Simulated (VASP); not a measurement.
# TiB2 (P6/mmm) in VASP: notebook

Runs on TiB2. Level: PBEsol. Tasks: optical spectrum, density of states.

Everything below comes from runs of VASP 6.6.1. Logs are shortened: lines on timing, memory, paths and dates and some standing lists are left out, and cuts for length are marked.

**1. The structure**

The structure is hexagonal, space group P6/mmm (No. 191). The conventional cell has a = 3.029 Å, b = 3.029 Å, c = 3.228 Å, α = 90.00°, β = 90.00°, γ = 120.00°. Ti (site symmetry 6/mmm) has 12 B at 2.38 Å as nearest neighbours. Around B (site symmetry -6m2) lie 3 B at 1.75 Å.

**2. Optical spectrum, PBEsol**

File INCAR:

```
  ALGO = Normal
  CSHIFT = 0.1
  EDIFF = 1E-7
  ENCUT = 520
  GGA = PS
  ISIF = 2
  ISMEAR = 0
  LASPH = True
  LCHARG = False
  LOPTICS = True
  LREAL = False
  LWAVE = False
  NBANDS = 41
  NEDOS = 1000
  NELM = 60
  PREC = Accurate
  SIGMA = 0.02
```

File KPOINTS:

```
k-points
0
Gamma
  10 10 8
```

File POSCAR:

```
TiB2
1.0
    3.0292000000      0.0000000000      0.0000000000
   -1.5146000000      2.6233641531      0.0000000000
    0.0000000000      0.0000000000      3.2284000000
Ti B
1 2
Direct
    0.0000000000      0.0000000000      0.0000000000
    0.6666666667      0.3333333333      0.5000000000
    0.3333333333      0.6666666667      0.5000000000
```

Potentials or basis: VASP PAW PBE potentials, release 64 (Ti_sv, B).

Command:

```bash
cat potpaw_PBE.64/Ti_sv/POTCAR potpaw_PBE.64/B/POTCAR > POTCAR
mpirun -np 1 vasp_std > vasp.out
```

OUTCAR:

```text
EDIFF = 1E-7
   ENCUT = 520
   GGA = PS
   ISIF = 2
   ISMEAR = 0
   LASPH = True
   LREAL = False
   NELM = 60
   PREC = Accurate

 ion  position               nearest neighbor table
   1  0.000  0.000  0.000-   2 2.38   3 2.38   2 2.38   3 2.38   3 2.38   3 2.38   2 2.38   2 2.38
                             2 2.38   2 2.38   3 2.38   3 2.38
   2  0.667  0.333  0.500-   3 1.75   3 1.75   3 1.75   1 2.38   1 2.38   1 2.38   1 2.38   1 2.38
                             1 2.38
   3  0.333  0.667  0.500-   2 1.75   2 1.75   2 1.75   1 2.38   1 2.38   1 2.38   1 2.38   1 2.38
                             1 2.38

  LATTYP: Found a hexagonal cell.
 ALAT       =     3.0292000000
 C/A-ratio  =     1.0657599366

  Lattice vectors:

 A1 = (   3.0292000000,   0.0000000000,   0.0000000000)
 A2 = (  -1.5146000000,   2.6233641531,   0.0000000000)
 A3 = (   0.0000000000,   0.0000000000,   3.2284000000)

Analysis of symmetry for initial positions (statically):
=====================================================================
 Subroutine PRICEL returns:
 Original cell was already a primitive cell.

 Routine SETGRP: Setting up the symmetry group for a
 hexagonal supercell.

 Subroutine GETGRP returns: Found 24 space group operations
 (whereof 24 operations were pure point group operations)
 out of a pool of 24 trial point group operations.

The static configuration has the point symmetry D_6h.

Analysis of symmetry for dynamics (positions and initial velocities):
=====================================================================
 Subroutine PRICEL returns:
 Original cell was already a primitive cell.

 Routine SETGRP: Setting up the symmetry group for a
 hexagonal supercell.

 Subroutine GETGRP returns: Found 24 space group operations
 (whereof 24 operations were pure point group operations)
 out of a pool of 24 trial point group operations.

The dynamic configuration has the point symmetry D_6h.

 Subroutine INISYM returns: Found 24 space group operations
 (whereof 24 operations are pure point group operations),
 and found     1 'primitive' translations

----------------------------------------------------------------------------------------

                                     Primitive cell

  volume of cell :      25.6551

  direct lattice vectors                    reciprocal lattice vectors
     3.029200000  0.000000000  0.000000000     0.330120164  0.190594965  0.000000000
    -1.514600000  2.623364153  0.000000000     0.000000000  0.381189931  0.000000000
     0.000000000  0.000000000  3.228400000     0.000000000  0.000000000  0.309750960

  length of vectors
     3.029200000  3.029200000  3.228400000     0.381189931  0.381189931  0.309750960

  position of ions in fractional coordinates (direct lattice)
     0.000000000  0.000000000  0.000000000
     0.666666667  0.333333333  0.500000000
     0.333333333  0.666666667  0.500000000

  ion indices of the primitive-cell ions
   primitive index   ion index
                 1           1
                 2           2
                 3           3

[... 87 lines left out ...]
   EFERMI_NEDOS =   21; number of points for ismear=-14 and -15
   IALGO  =     38    algorithm
   IMIX   =      4    mixing-type and parameters
     AMIX     =   0.40;   BMIX     =  1.00
     AMIX_MAG =   1.60;   BMIX_MAG =  1.00
  volume/ion in A,a.u.               =       8.55        57.71
  Fermi-wavevector in a.u.,A,eV,Ry     =   1.454703  2.748990 28.792122  2.116161
  Thomas-Fermi vector in A             =   2.571823
   LORBIT       =      0    0 simple, 1 ext, 2 COOP (PROOUT), +10 PAW based schemes
   GGA     = PS    functional components
   LHFCALC =     F    Hartree Fock is set to
   AEXX    =    0.0000 exact exchange contribution
   IVDW    =     0    specifies the selected vdW correction
   LEPSILON=     F    determine dielectric tensor
   LRPA    =     F    only Hartree local field effects (RPA)
 non-spin polarized calculation
 Gauss-broadening in eV      SIGMA  =   0.02
  energy-cutoff  :      520.00
  volume of cell :       25.66
 maximum number of plane-waves:       721
 NGX is ok and might be reduce to    24
   NGX = 11   NGY = 11   NGZ = 13

 number of electron      18.0000002 magnetization

 Free energy of the ion-electron system (eV)
  ---------------------------------------------------
  ext. energy  EPLUGINS =         0.00000000
  ---------------------------------------------------
  free energy    TOTEN  =       -25.77434476 eV

  energy without entropy =      -25.77395476  energy(sigma->0) =      -25.77414976

 E-fermi :   9.8365     XC(G=0): -12.8719

 val. band max:        9.8123613467   @ k =   0.2000   0.2000   0.1250
 cond. band min:       9.8394741395   @ k =   0.3000   0.2000   0.0000
 fundamental gap:      0.0271127928
 Fermi energy:         9.8365354999

 k-point     1 :       0.0000    0.0000    0.0000
  band No.  band energies     occupation
      1     -46.7966      2.00000
      2     -23.2450      2.00000
      3     -22.9407      2.00000
      4     -22.9407      2.00000
      5      -3.5602      2.00000
      6       7.3127      2.00000
[... 565 lines left out ...]
     20      27.6039      0.00000
     21      28.1398      0.00000

 [... further k-points ...]

 [bands above 21 left out]

------------------------ aborting loop because EDIFF is reached ----------------------------------------

  FORCE on cell =-STRESS in cart. coord.  units (eV):
  Direction    XX          YY          ZZ          XY          YZ          ZX
  --------------------------------------------------------------------------------------
  -------------------------------------------------------------------------------------
  Total       -0.6535675     -0.6535675     -0.9628761      0.0000000      0.0000000      0.0000000
  in kB      -40.8156928    -40.8156928    -60.1322028      0.0000000      0.0000000      0.0000000
  external PRESSURE =     -47.2545295 kB  Pullay stress =       0.0000000 kB

 VOLUME and BASIS-vectors are now :
 -----------------------------------------------------------------------------
  energy-cutoff  :      520.00
  volume of cell :       25.66
      direct lattice vectors                 reciprocal lattice vectors
     3.029200000  0.000000000  0.000000000     0.330120164  0.190594965  0.000000000
    -1.514600000  2.623364153  0.000000000     0.000000000  0.381189931  0.000000000
     0.000000000  0.000000000  3.228400000     0.000000000  0.000000000  0.309750960

 POSITION                                       TOTAL-FORCE (eV/Angst)
 -----------------------------------------------------------------------------------
      0.00000      0.00000      0.00000        -0.000000      0.000000      0.000000
      1.51460      0.87445      1.61420         0.000000     -0.000000      0.000000
     -0.00000      1.74891      1.61420        -0.000000      0.000000      0.000000
 -----------------------------------------------------------------------------------
    total drift:                               -0.000000      0.000000      0.000000

  FREE ENERGIE OF THE ION-ELECTRON SYSTEM (eV)
  ---------------------------------------------------
  free  energy   TOTEN  =       -25.7743447566 eV

  energy  without entropy=      -25.7739547626  energy(sigma->0) =      -25.77414976

 electrical conductivity sigma (Mega S m-1) (frequency dependency in vasprun.xml)
  --------------------------------------------------------------------------------------
       0.261       0.000       0.000
       0.000       0.261      -0.000
       0.000      -0.000       0.029

  frequency dependent IMAGINARY DIELECTRIC FUNCTION (independent particle, no local field effects) density-density
     E(ev)      X         Y         Z        XY        YZ        ZX
  --------------------------------------------------------------------------------------------------------------
     0.00000    -0.00000    -0.00000    -0.00000     0.00000    -0.00000    -0.00000
     1.35632     4.34055     4.34055    40.70136     0.00000     0.00000     0.00000
     2.71265     5.25687     5.25687    16.35250     0.00000    -0.00000     0.00000
     4.06897    13.61489    13.61489    15.58554     0.00000    -0.00000     0.00000
     5.42530     3.22543     3.22543    10.52376     0.00000    -0.00000     0.00000
     6.78162     6.16090     6.16090     8.28004     0.00000     0.00000     0.00000
[... 92 lines left out ...]
   132.91981     0.00000     0.00000     0.00000     0.00000    -0.00000     0.00000
   134.27614     0.00000     0.00000     0.00000     0.00000    -0.00000     0.00000

  frequency dependent      REAL DIELECTRIC FUNCTION (independent particle, no local field effects) density-density
     E(ev)        X           Y           Z          XY          YZ          ZX
  --------------------------------------------------------------------------------------------------------------
     0.00000  1140.75685  1140.75685   498.25387    -0.00000     0.00000     0.00000
     1.35632    11.25981    11.25981    30.65873    -0.00000     0.00000     0.00000
     2.71265     1.21582     1.21582     1.63177     0.00000    -0.00000    -0.00000
     4.06897     1.55982     1.55982     4.37393     0.00000    -0.00000    -0.00000
     5.42530     3.56822     3.56822    -0.21059     0.00000     0.00000    -0.00000
     6.78162     1.54504     1.54504     0.79878     0.00000    -0.00000    -0.00000
[... 92 lines left out ...]
   132.91981     0.95593     0.95593     0.95607     0.00000     0.00000     0.00000
   134.27614     0.95686     0.95686     0.95699     0.00000     0.00000     0.00000

  frequency dependent IMAGINARY DIELECTRIC FUNCTION (independent particle, no local field effects) current-current
     E(ev)      X         Y         Z        XY        YZ        ZX
  --------------------------------------------------------------------------------------------------------------
     0.00000  2650.10297  2650.10297  1840.20659     0.00000    -0.00000     0.00000
     1.35632     4.28295     4.28295    39.09257     0.00000     0.00000    -0.00000
     2.71265     5.16419     5.16419    16.10735    -0.00000    -0.00000    -0.00000
     4.06897    13.71329    13.71329    15.46832    -0.00000    -0.00000    -0.00000
     5.42530     3.25683     3.25683    10.56971     0.00000    -0.00000     0.00000
     6.78162     6.12393     6.12393     8.26083     0.00000     0.00000    -0.00000
[... 92 lines left out ...]
   132.91981     0.00000     0.00000     0.00000     0.00000    -0.00000    -0.00000
   134.27614     0.00000     0.00000     0.00000     0.00000    -0.00000    -0.00000

  frequency dependent      REAL DIELECTRIC FUNCTION (independent particle, no local field effects) current-current
     E(ev)        X           Y           Z          XY          YZ          ZX
  --------------------------------------------------------------------------------------------------------------
     0.00000  -690.96883  -690.96883  -436.12096    -0.00000     0.00000     0.00000
     1.35632    13.81998    13.81998    25.33806    -0.00000     0.00000     0.00000
     2.71265     1.78214     1.78214     0.41377    -0.00000     0.00000     0.00000
     4.06897     1.69974     1.69974     3.69498     0.00000     0.00000     0.00000
     5.42530     3.72558     3.72558    -0.62311    -0.00000     0.00000     0.00000
     6.78162     1.57206     1.57206     0.56908     0.00000    -0.00000     0.00000
[... 92 lines left out ...]
   132.91981     0.95657     0.95657     0.95604    -0.00000    -0.00000     0.00000
   134.27614     0.95748     0.95748     0.95696    -0.00000    -0.00000     0.00000
```

Wall time 37 s (1 thread of Intel Xeon Platinum 8488C (Sapphire Rapids), shared host); peak memory 0.21 GiB.

Results:

```
Free energy            : -25.7743 eV
Pressure               : -4.7 GPa
Band gap on the k mesh : none (metal or under the smearing width)
```

Stress tensor (GPa, compression positive):
```
-4.08  0.00  0.00
 0.00 -4.08  0.00
 0.00  0.00 -6.01
```

Levels at points of the mesh, in eV from the Fermi level:
```csv
k point,band 6,band 7,band 8,band 9,band 10,band 11,band 12,band 13
"(0.00, 0.00, 0.00)",-2.52,-2.52,-2.23,-2.08,1.97,1.97,3.75,3.75
"(0.50, 0.00, 0.00)",-9.11,-3.17,-3.16,-2.22,1.41,2.82,3.31,3.46
"(0.00, 0.00, 0.50)",-7.55,-0.45,-0.45,-0.12,-0.12,0.49,0.49,1.71
"(0.50, 0.00, 0.50)",-7.45,-4.56,-3.77,-3.06,2.56,3.00,4.57,4.68
```

Dielectric function (mean over the directions given):
| energy (eV) | real part | imaginary part |
| --- | --- | --- |
| 0.41 | -97.01 | 9.41 |
| 0.81 | -13.20 | 6.64 |
| 1.36 | 17.73 | 16.46 |
| 1.90 | 2.71 | 50.55 |
| 2.31 | -4.34 | 14.72 |
| 2.85 | 1.08 | 24.42 |
| 3.39 | -0.13 | 4.69 |
| 3.80 | -0.07 | 8.27 |
| 4.34 | 0.30 | 8.77 |
| 4.88 | 1.59 | 5.46 |
| 5.29 | 0.62 | 5.20 |
| 5.83 | -1.76 | 7.03 |
| 6.37 | 0.70 | 5.10 |
| 6.92 | 0.87 | 8.78 |
| 7.32 | 0.97 | 4.69 |
| 7.87 | 1.42 | 9.10 |
| 8.41 | -3.24 | 9.99 |
| 8.82 | -2.39 | 4.10 |
| 9.36 | -1.50 | 5.46 |
| 9.90 | -1.52 | 3.00 |
| 10.31 | -1.09 | 4.52 |
| 10.85 | -1.43 | 7.50 |
| 11.39 | -1.25 | 6.63 |
| 11.80 | -2.59 | 5.21 |
| 12.34 | -2.14 | 2.14 |
| 12.89 | -2.39 | 3.23 |
| 13.43 | -2.51 | 1.02 |
| 13.83 | -2.49 | 1.48 |
| 14.38 | -1.57 | 2.03 |
| 14.92 | -1.81 | 1.83 |
| 15.33 | -1.77 | 0.96 |
| 15.87 | -1.52 | 1.73 |
| 16.41 | -1.08 | 0.87 |
| 16.82 | -1.15 | 0.80 |
| 17.36 | -0.68 | 0.42 |
| 17.90 | -0.58 | 0.22 |
| 18.31 | -0.59 | 0.63 |
| 18.85 | -0.74 | 0.61 |
| 19.40 | -0.44 | 0.25 |
| 19.94 | -0.25 | 0.28 |

Caveat: spectra need much finer meshes, so this one isn't converged; independent-particle spectra lack excitons; the intraband (Drude) part of a metal's response may be missing; the PAW data sets were made with another functional, which shifts forces and pressure a little.

**3. Density of states, PBEsol**

POSCAR is that of step 2.

File INCAR.step1:

```
SYSTEM = TiB2
PREC = Accurate
ENCUT = 520
EDIFF = 1E-6
ISMEAR = 0
SIGMA = 0.02
LREAL = .FALSE.
LASPH = .TRUE.
NELM = 100
ALGO = Normal
ISIF = 2
LWAVE = .FALSE.
LCHARG = .TRUE.
LMAXMIX = 4
GGA = PS
NBANDS = 16
```

File KPOINTS.step1:

```
regular mesh
0
G
  10 10 8
  0 0 0
```

File INCAR.step2:

```
SYSTEM = TiB2
PREC = Accurate
ENCUT = 520
EDIFF = 1E-6
ISMEAR = -5
SIGMA = 0.02
LREAL = .FALSE.
LASPH = .TRUE.
NELM = 100
ALGO = Normal
ISIF = 2
LWAVE = .FALSE.
LCHARG = .FALSE.
LMAXMIX = 4
GGA = PS
LORBIT = 11
NBANDS = 16
NEDOS = 1001
ICHARG = 11
```

File KPOINTS.step2:

```
regular mesh
0
G
  15 15 12
  0 0 0
```

Potentials or basis: VASP PAW PBE potentials, release 64 (Ti_sv, B).

Command:

```bash
cat potpaw_PBE.64/Ti_sv/POTCAR potpaw_PBE.64/B/POTCAR > POTCAR
cp INCAR.step1 INCAR
cp KPOINTS.step1 KPOINTS
mpirun -np 1 vasp_std > vasp.out
cp INCAR.step2 INCAR
cp KPOINTS.step2 KPOINTS
mpirun -np 1 vasp_std > vasp.out
```

Run time: 38 s. Hardware: 1 thread of Intel Xeon Platinum 8488C (Sapphire Rapids), shared host; peak memory 0.19 GiB.

It converged, with:

```yaml
Valence_electrons_inside_the_program's_atomic_spheres: Ti 10.44; B 2.00
```

Levels at points of the mesh, in eV from the Fermi level:
```
           k point  band 7  band 8  band 9  band 10  band 11  band 12
(0.00, 0.00, 0.00)   -2.68   -2.39   -2.23     1.81     1.81     3.59
(0.00, 0.00, 0.50)   -0.61   -0.61   -0.27    -0.27     0.33     0.33
```

States per cell in windows of 1 eV (zero at the Fermi level; states under -8 eV left out):
```csv
from (eV),total,Ti1_d,B2_p,B3_p,Ti1_p,B2_s,B3_s
-8.0,0.60,0.05,0.08,0.08,0.02,0.08,0.08
-7.0,0.62,0.06,0.10,0.10,0.02,0.05,0.05
-6.0,0.99,0.11,0.19,0.19,0.03,0.03,0.03
-5.0,1.20,0.18,0.25,0.25,0.05,0.02,0.02
-4.0,1.90,0.42,0.34,0.34,0.09,0.01,0.01
-3.0,1.12,0.41,0.15,0.15,0.03,0.00,0.00
-2.0,0.89,0.48,0.07,0.07,0.01,0.00,0.00
-1.0,0.36,0.22,0.02,0.02,0.00,0.00,0.00
0.0,0.76,0.53,0.04,0.04,0.00,0.00,0.00
1.0,1.71,1.24,0.08,0.08,0.01,0.01,0.01
2.0,2.76,2.19,0.11,0.11,0.01,0.02,0.02
3.0,1.53,1.07,0.10,0.10,0.02,0.03,0.03
4.0,1.02,0.65,0.07,0.07,0.02,0.03,0.03
5.0,0.80,0.38,0.08,0.08,0.03,0.02,0.02
6.0,1.24,0.37,0.20,0.20,0.04,0.03,0.03
7.0,1.14,0.21,0.14,0.14,0.04,0.07,0.07
```

Caveat: the PAW data sets were made with another functional, which shifts forces and pressure a little; tetrahedron occupations give inexact forces and stress in metals.

**4. For comparison**

An earlier run on the cell as given: functional PBE; potentials or basis VASP PAW PBE potentials, release 64 (Ti_sv, B); cutoff 520 eV; k mesh 10 × 10 × 8; occupations fermi-dirac, width 0.05 eV; no spin polarisation.

- Pressure: 0.5 GPa
- Band gap on the k mesh: none (metal or under the smearing width)

**5. Summary**

| task | level | smearing | k mesh for the DOS | occupations for the DOS | gap on the mesh (eV) | pressure (GPa) |
| --- | --- | --- | --- | --- | --- | --- |
| optical spectrum | PBEsol | gaussian 0.02 eV | - | - | none | -4.7 |
| density of states | PBEsol | gaussian 0.02 eV | 15 × 15 × 12 | tetrahedron | - | - |
| single point | PBE | fermi-dirac 0.05 eV | - | - | none | 0.5 |

Alike in all rows: potentials or basis VASP PAW PBE potentials, release 64 (Ti_sv, B); no spin polarisation; cell as given; k mesh 10 × 10 × 8; cutoff (eV) 520.

Caveats: the PAW data sets were made with another functional, which shifts forces and pressure a little (some runs); spectra need much finer meshes, so this one isn't converged (some runs); independent-particle spectra lack excitons (some runs); the intraband (Drude) part of a metal's response may be missing (some runs); tetrahedron occupations give inexact forces and stress in metals (some runs).

Total energies depend on the potentials used, so only differences within one code and one set of settings carry meaning.
